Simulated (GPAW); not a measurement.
# SiRu (P2_13) in GPAW: convergence with plane-wave cutoff (eV)

Aim: find how far plane-wave cutoff (eV) must go before the results for SiRu settle, at PBE. This setting moves, with any that are tied to it; all else stays.

All numbers are computed with GPAW 26.7.0; they aren't measurements. Logs are shortened: lines on timing, memory, paths and dates and some standing lists are left out, and cuts for length are marked. The log counts tension as positive stress, the text compression.

## Step 1: Starting point

Symmetry: P2_13, No. 198, cubic system. Conventional cell: a = 4.709 Å, b = 4.709 Å, c = 4.709 Å, α = 90.00°, β = 90.00°, γ = 90.00°. Around Ru (site symmetry 3) lie 7 Si at 2.38 to 2.70 Å. Si (site symmetry 3) is surrounded by 7 Ru at 2.38 to 2.70 Å.

The cell comes from a database or a generator and needn't be the stable form of this composition.

## Step 2: With plane-wave cutoff (eV) 200

Input file run.py:

```python
from ase import Atoms
from ase.dft.bandgap import bandgap
from ase.io import write
from ase.units import GPa
from gpaw import GPAW, PW, setup_paths

setup_paths.insert(0, '.')

atoms = Atoms(['Ru', 'Ru', 'Ru', 'Ru', 'Si', 'Si', 'Si', 'Si'],
              cell=[[4.70859538, 0.0, 0.0],
                    [0.0, 4.70859538, 0.0],
                    [0.0, 0.0, 4.70859538]],
              scaled_positions=[[0.12940551, 0.12940551, 0.12940551],
                                [0.37059449, 0.87059449, 0.62940551],
                                [0.62940551, 0.37059449, 0.87059449],
                                [0.87059449, 0.62940551, 0.37059449],
                                [0.83757773, 0.83757773, 0.83757773],
                                [0.66242227, 0.16242227, 0.33757773],
                                [0.33757773, 0.66242227, 0.16242227],
                                [0.16242227, 0.33757773, 0.66242227]],
              pbc=True)

calc = GPAW(mode=PW(200),
            xc='PBE',
            kpts={'size': (5, 5, 5), 'gamma': True},
            occupations={'name': 'fermi-dirac', 'width': 0.05},
            setups={'Ru': 'jth', 'Si': 'jth'},
            nbands=-28,
            convergence={'density': 1e-05, 'energy': 1e-05},
            maxiter=100,
            txt='gpaw.txt')
atoms.calc = calc
energy = atoms.get_potential_energy()
forces = atoms.get_forces()
stress = atoms.get_stress()
calc.write('gs.gpw')
write('result.traj', atoms)
print(f'Energy: {energy:.6f} eV')
print('Forces (eV/A):')
print(forces.round(4))
print('Stress (GPa):', (stress / GPa).round(3))
print('Fermi level:', round(calc.get_fermi_level(), 4), 'eV')
print(f'Gap: {bandgap(calc)[0]:.4f} eV, direct: {bandgap(calc, direct=True)[0]:.4f} eV')
```

Potentials or basis: JTH PAW 2.0, PBE, pw.

Launch:

```console
$ OMP_NUM_THREADS=1 python run.py
```

Run time: 31 s. Hardware: 1 thread of Arm Neoverse V1, shared host; peak memory 0.16 GiB.

What came out:

```yaml
Free_energy: -43.8395 eV
Pressure: -150.4 GPa
Largest_force: 0.459 eV/Å
Band_gap_on_the_k_mesh: 0.30 eV, indirect (least direct gap 0.39 eV)
```

## Step 3: With plane-wave cutoff (eV) 250

run.py: that of step 2 with these lines changed.

```diff
@@ -22,3 +22,3 @@
 
-calc = GPAW(mode=PW(200),
+calc = GPAW(mode=PW(250),
             xc='PBE',
```

Potentials or basis: JTH PAW 2.0, PBE, pw.

Launch:

```console
$ OMP_NUM_THREADS=1 python run.py
```

It took 67 s on 1 thread of Arm Neoverse V1, shared host; peak memory 0.17 GiB.

Results:

| Item | Value |
| --- | --- |
| Free energy | -60.8729 eV |
| Pressure | -22.8 GPa |
| Largest force | 0.137 eV/Å |
| Band gap on the k mesh | 0.26 eV, indirect (least direct gap 0.40 eV) |

## Step 4: With plane-wave cutoff (eV) 300

run.py: that of step 3 with these lines changed.

```diff
@@ -22,3 +22,3 @@
 
-calc = GPAW(mode=PW(250),
+calc = GPAW(mode=PW(300),
             xc='PBE',
```

Launch:

```console
$ OMP_NUM_THREADS=1 python run.py
```

Wall time 98 s (1 thread of Arm Neoverse V1, shared host); peak memory 0.18 GiB.

Results:

```
Free energy            : -63.2008 eV
Pressure               : 1.8 GPa
Largest force          : 0.108 eV/Å
Band gap on the k mesh : 0.25 eV, indirect (least direct gap 0.39 eV)
```

## Step 5: With plane-wave cutoff (eV) 350

run.py: that of step 4 with these lines changed.

```diff
@@ -22,3 +22,3 @@
 
-calc = GPAW(mode=PW(300),
+calc = GPAW(mode=PW(350),
             xc='PBE',
```

Launch:

```console
$ OMP_NUM_THREADS=1 python run.py
```

It took 2.9 min on 1 thread of Arm Neoverse V1, shared host; peak memory 0.2 GiB.

What came out:

| Item | Value |
| --- | --- |
| Free energy | -63.3297 eV |
| Pressure | 4.6 GPa |
| Largest force | 0.118 eV/Å |
| Band gap on the k mesh | 0.25 eV, indirect (least direct gap 0.40 eV) |

## Step 6: With plane-wave cutoff (eV) 400

run.py: that of step 5 with these lines changed.

```diff
@@ -22,3 +22,3 @@
 
-calc = GPAW(mode=PW(350),
+calc = GPAW(mode=PW(400),
             xc='PBE',
```

Potentials or basis: JTH PAW 2.0, PBE, pw.

Launch:

```console
$ OMP_NUM_THREADS=1 python run.py
```

Run time: 4.1 min. Hardware: 1 thread of Arm Neoverse V1, shared host; peak memory 0.22 GiB.

What came out:

```
Free energy            : -63.3325 eV
Pressure               : 4.5 GPa
Largest force          : 0.117 eV/Å
Band gap on the k mesh : 0.25 eV, indirect (least direct gap 0.40 eV)
```

## Step 7: With plane-wave cutoff (eV) 500

run.py: that of step 6 with these lines changed.

```diff
@@ -22,3 +22,3 @@
 
-calc = GPAW(mode=PW(400),
+calc = GPAW(mode=PW(500),
             xc='PBE',
```

Launch:

```console
$ OMP_NUM_THREADS=1 python run.py
```

Wall time 4.6 min (1 thread of Arm Neoverse V1, shared host); peak memory 0.24 GiB.

It converged, with:

```yaml
Free_energy: -63.3390 eV
Pressure: 4.6 GPa
Largest_force: 0.118 eV/Å
Band_gap_on_the_k_mesh: 0.25 eV, indirect (least direct gap 0.40 eV)
```

## Step 8: With plane-wave cutoff (eV) 600

run.py: that of step 7 with these lines changed.

```diff
@@ -22,3 +22,3 @@
 
-calc = GPAW(mode=PW(500),
+calc = GPAW(mode=PW(600),
             xc='PBE',
```

Potentials or basis: JTH PAW 2.0, PBE, pw.

Launch:

```console
$ OMP_NUM_THREADS=1 python run.py
```

gpaw.txt:

```text
__  _  _
 | _ |_)|_||  |
 |__||  | ||/\| - 26.7.0

Input parameters:
  mode=PW(ecut=600.0),
  convergence={'density': 1e-05, 'energy': 1e-05},
  kpts=MonkhorstPack(size=(5, 5, 5), gamma=True),
  maxiter=100,
  nbands=-28,
  occupations=Occupations(name='fermi-dirac', width=0.05),
  setups={'Ru': 'jth', 'Si': 'jth'},
  xc=XC(name='PBE')

Diagonalizing LCAO Hamiltonian
Converting LCAO to pw mode
    .-----------.
   /|         Si|
  / |           |
 *  |   RuRu    |
 |  Si          |
 |  |        Ru |
 |  .--SiSi-----.
 | /           /
 |/Ru         /
 *-----------*

Atoms  # Å, Bohr magnetons
|   | symbol |        x |        y |        z |    initial magnetic moments |
|---|--------|----------|----------|----------|-----------------------------|
| 0 |     Ru | 0.609318 | 0.609318 | 0.609318 | ( 0.0000,  0.0000,  0.0000) |
| 1 |     Ru | 1.744980 | 4.099277 | 2.963616 | ( 0.0000,  0.0000,  0.0000) |
| 2 |     Ru | 2.963616 | 1.744980 | 4.099277 | ( 0.0000,  0.0000,  0.0000) |
| 3 |     Ru | 4.099277 | 2.963616 | 1.744980 | ( 0.0000,  0.0000,  0.0000) |
| 4 |     Si | 3.943815 | 3.943815 | 3.943815 | ( 0.0000,  0.0000,  0.0000) |
| 5 |     Si | 3.119078 | 0.764781 | 1.589517 | ( 0.0000,  0.0000,  0.0000) |
| 6 |     Si | 1.589517 | 3.119078 | 0.764781 | ( 0.0000,  0.0000,  0.0000) |
| 7 |     Si | 0.764781 | 1.589517 | 3.119078 | ( 0.0000,  0.0000,  0.0000) |

Unit cell  # Å
| periodic |        x |        y |        z |  lengths |    angles |
|----------|----------|----------|----------|----------|-----------|
|      yes | 4.708595 | 0.000000 | 0.000000 | 4.708595 | 90.000000 |
|      yes | 0.000000 | 4.708595 | 0.000000 | 4.708595 | 90.000000 |
|      yes | 0.000000 | 0.000000 | 4.708595 | 4.708595 | 90.000000 |

Number of symmetries: 3
Symmetry operations  # r_c * U_cc + t_c -> r_c
|   | kind |            matrix            |
|---|------|------------------------------|
| 0 |  E   |  1, 0, 0,  0, 1, 0,  0, 0, 1 |
| 1 |  C3  |  0, 1, 0,  0, 0, 1,  1, 0, 0 |
| 2 |  C3  |  0, 0, 1,  1, 0, 0,  0, 1, 0 |

BZ-sampling:
  Number of BZ points: 125
  Number of IBZ points: 23

  Monkhorst-Pack size: [5, 5, 5]
  Monkhorst-Pack shift: [0, 0, 0]

K-points  # in reciprocal-cell coordinates
|     |                                coordinates |     weight |
|-----|--------------------------------------------|------------|
|   0 | (  0.00000000,   0.00000000,   0.00000000) | 0.00800000 |
|   1 | (  0.20000000,   0.00000000,  -0.20000000) | 0.04800000 |
|   2 | (  0.20000000,   0.00000000,   0.00000000) | 0.04800000 |
|   3 | (  0.20000000,   0.20000000,  -0.20000000) | 0.04800000 |
|   4 | (  0.20000000,   0.20000000,   0.00000000) | 0.04800000 |
|   5 | (  0.20000000,   0.20000000,   0.20000000) | 0.01600000 |
|   6 | (  0.40000000,  -0.20000000,  -0.40000000) | 0.04800000 |
|   7 | (  0.40000000,  -0.20000000,  -0.20000000) | 0.04800000 |
|   8 | (  0.40000000,  -0.20000000,   0.00000000) | 0.04800000 |
|   9 | (  0.40000000,  -0.20000000,   0.20000000) | 0.04800000 |
| ... |                                            |            |
|  22 | (  0.40000000,   0.40000000,   0.40000000) | 0.01600000 |

Plane wave coefficients: 3519
Cutoff: 600.0 eV

Spin-components: 1 (collinear spins)
Bands:           68
Projectors:      40
Spin-degeneracy: 2
Datatype:        complex128

Parallelization:
  kpt:    1
  domain: 1
  band:   1

Density:
  Valence electrons: 80.0
  Components: 1
  Grid points: [27 27 27]
  Charge: 0.0  # |e|

Potential:
  Grid points: [27 27 27]

species:
  Ru:
    name:    Ruthenium
    Z:       44.0
    valence: 16
    core:    28
    charge:  0.0  # [|e|]
    compensation charges:
      type: sinc
      rc: 1.06  # [Å]
      lmax: 2
    cutoffs:
      filter: 1.17  # [Å]
      core: 1.30  # [Å]
    projectors
    | kind |    occ | energy [eV] | rcut [Å] |
    |------|--------|-------------|----------|
    |   4s |  2.000 |     -76.371 |    1.170 |
    |   5s |  1.000 |      -4.240 |    1.170 |
    |   4p |  6.000 |     -46.416 |    1.170 |
    |    p |        |      40.817 |    1.170 |
    |   4d |  7.000 |      -5.202 |    1.117 |
    |    d |        |      54.423 |    1.117 |

    Using partial waves for Ru as LCAO basis

  Si:
    name:    Silicon
    Z:       14.0
    valence: 4
    core:    10
    charge:  0.0  # [|e|]
    compensation charges:
      type: bessel
      rc: 0.85  # [Å]
      lmax: 2
    cutoffs:
      filter: 1.01  # [Å]
      core: 2.10  # [Å]
    projectors
    | kind |    occ | energy [eV] | rcut [Å] |
    |------|--------|-------------|----------|
    |   3s |  2.000 |     -10.813 |    1.010 |
    |    s |        |      40.817 |    1.010 |
    |   3p |  2.000 |      -4.081 |    1.010 |
    |    p |        |      61.226 |    1.010 |

    Using partial waves for Si as LCAO basis

Reference energy: -524699.684666  # eV

eigensolver:
  PPCG
  Converge bands: occupied
  niter=2

density mixing:
  MSR1-Mixer
  Pratt-step length: 0.05
  Maximum mixing coefficient: 0.75
  Old densities: 10
  SVD Regularization: 0.005
  Good broyden scale: 1.0
  Trust region scale: 1.0
  Backstep threshold: 4.0
  History deletion threshold: 6.0
  Fourier metric: weight=20.0, sigma=0.015

occupation numbers:
  Fermi-Dirac:
    width: 0.0500  # eV

poisson solver:
  ecut: 4800.0  # eV

xc functional:
[... 9 lines left out ...]
|iter     | |      energy | eigst |  dens |
|---------|-|-------------|-------|-------|
|iter:   1| |  -65.214077 | +1.27 |       |
|iter:   2| |  -65.809353 | -0.09 | -1.07 |
|iter:   3| |  -75.210808 | +0.37 | -1.08 |
|iter:   4| |  -63.586134 | +0.03 | -0.83 |
|iter:   5| |  -63.827721 | -1.17 | -1.54 |
|iter:   6| |  -63.323934 | -1.76 | -1.60 |
|iter:   7| |  -63.318420 | -2.88 | -2.30 |
|iter:   8| |  -63.317651 | -3.67 | -2.79 |
|iter:   9| |  -63.317665c| -4.15 | -3.44 |
|iter:  10| |  -63.317732c| -4.21 | -3.89 |
|iter:  11| |  -63.317780c| -4.37 | -4.68 |
|iter:  12| |  -63.317828c| -4.41 | -5.01c|
|iter:  13| |  -63.317866c| -4.44 | -5.27c|
|iter:  14| |  -63.317892c| -4.58 | -5.37c|
|iter:  15| |  -63.317910c| -4.72 | -5.53c|
|iter:  16| |  -63.317921c| -4.95 | -5.64c|
|iter:  17| |  -63.317927c| -5.21 | -5.84c|
|iter:  18| |  -63.317933c| -5.19 | -5.91c|
|iter:  19| |  -63.317939c| -5.19 | -5.98c|
|iter:  20| |  -63.317943c| -5.35 | -5.97c|
|iter:  21| |  -63.317945c| -5.66 | -6.19c|
|iter:  22| |  -63.317947c| -5.90 | -6.26c|
|iter:  23| |  -63.317948c| -5.88 | -6.41c|
|iter:  24| |  -63.317949c| -5.98 | -6.48c|
|iter:  25| |  -63.317950c| -6.04 | -6.48c|
|iter:  26| |  -63.317950c| -6.24 | -6.55c|
|iter:  27| |  -63.317951c| -6.44 | -6.68c|
|iter:  28| |  -63.317951c| -6.50 | -6.75c|
|iter:  29| |  -63.317951c| -6.65 | -6.81c|
|iter:  30| |  -63.317951c| -6.84 | -6.89c|
|iter:  31| |  -63.317951c| -6.93 | -6.95c|
|iter:  32| |  -63.317952c| -7.08 | -7.08c|
|iter:  33| |  -63.317952c| -7.24 | -7.15c|
|iter:  34| |  -63.317952c| -7.44c| -7.33c|

Converged in 34 steps
Energy contributions relative to reference atoms: (reference = -524699.684666)

Energy contributions:
  Kinetic:          98.429649
  Coulomb:         -98.560175
  Zero:             -0.718613
  External:          0.000000
  Xc:              -62.463516
  Entropy:          -0.010593
  Spinorbit:         0.000000
  ----------------------------
  Free energy:     -63.323248
  Extrapolated:    -63.317952

dipole moment: (-0.002272, -0.002272, -0.002272)  # |e|*Ang

Fermi level: 11.903
Eigenvalues  # (at kpt = [0.000, 0.000, 0.000])
| band index |      eig [eV] | occ [0-2] |
|------------|---------------|-----------|
|          0 |       -60.885 |     2.000 |
|        ... |               |           |
|         32 |         9.420 |     2.000 |
|         33 |         9.420 |     2.000 |
|         34 |         9.420 |     2.000 |
|         35 |        11.328 |     2.000 |
|         36 |        11.328 |     2.000 |
|         37 |        11.328 |     2.000 |
[... 8 lines left out ...]
|         46 |        16.283 |     0.000 |
|         47 |        16.283 |     0.000 |
|        ... |               |           |
|         67 |        28.324 |     0.000 |

Gap: 0.250 eV
Transition (v -> c):
  (s=0, k=2, n=39, [0.20, 0.00, 0.00]) -> (s=0, k=16, n=40, [0.40, 0.20, 0.00])
Direct/indirect transitions are different
Direct gap: 0.396 eV
Transition at: (s=0, k=4, n=39, [0.20, 0.20, 0.00])

Forces  # eV/Ang
|        x |        y |        z |
|----------|----------|----------|
|  0.06687 |  0.06687 |  0.06687 |  # Ru   0
| -0.06685 | -0.06687 |  0.06685 |  # Ru   1
|  0.06685 | -0.06685 | -0.06687 |  # Ru   2
| -0.06687 |  0.06685 | -0.06685 |  # Ru   3
|  0.03728 |  0.03728 |  0.03728 |  # Si   4
| -0.03728 | -0.03729 |  0.03728 |  # Si   5
|  0.03728 | -0.03728 | -0.03729 |  # Si   6
| -0.03729 |  0.03728 | -0.03728 |  # Si   7

Stress tensor  # eV/Ang^3
|         x |         y |         z |
|-----------|-----------|-----------|
| -0.028275 | -0.000000 | -0.000000 |
| -0.000000 | -0.028275 | -0.000000 |
| -0.000000 | -0.000000 | -0.028275 |

# Writing to gs.gpw (mode='')
```

Run time: 6.6 min. Hardware: 1 thread of Arm Neoverse V1, shared host; peak memory 0.28 GiB.

Results:

- Free energy: -63.3232 eV
- Pressure: 4.5 GPa
- Largest force: 0.116 eV/Å
- Band gap on the k mesh: 0.25 eV, indirect (least direct gap 0.40 eV)

## Step 9: With plane-wave cutoff (eV) 800

run.py: that of step 8 with these lines changed.

```diff
@@ -22,3 +22,3 @@
 
-calc = GPAW(mode=PW(600),
+calc = GPAW(mode=PW(800),
             xc='PBE',
```

Potentials or basis: JTH PAW 2.0, PBE, pw.

Launch:

```console
$ OMP_NUM_THREADS=1 python run.py
```

It took 8.5 min on 1 thread of Arm Neoverse V1, shared host.

The run was cut off at its time limit.

## Step 10: Result

```
plane-wave cutoff (eV)  energy less the tightest run, at zero smearing (meV/atom)  pressure (GPa)  largest force (eV/Å)  gap on the mesh (eV)  SCF cycles  CPU time (s)  peak memory (GiB)
                   200                                                    2435.13         -150.35                 0.459                 0.299          12            31               0.16
                   250                                                     306.27          -22.80                 0.137                 0.258          16            67               0.17
                   300                                                      15.31            1.80                 0.108                 0.249          24            98               0.18
                   350                                                      -0.81            4.61                 0.118                 0.250          29           180                0.2
                   400                                                      -1.16            4.47                 0.117                 0.250          34           250               0.22
                   500                                                      -1.97            4.63                 0.118                 0.250          35           270               0.24
                   600                                                       0.00            4.53                 0.116                 0.250          34           400               0.28
                   800                                      timed out after 510 s               -                     -                     -           -             -                  -
```

Against the tightest run, the pressure stays within 0.1 GPa from 350 on; the largest force stays within 0.005 eV/Å from 350 on; the gap on the mesh stays within 0.01 eV from 250 on. Not settled before the last step: the energy (to 1 meV/atom). The tightest run that finished is the yardstick and may itself not be fully converged.

Caveats: the program truncates these outside data sets; an odd mesh through Γ misses points on the zone boundary, where band edges often lie.
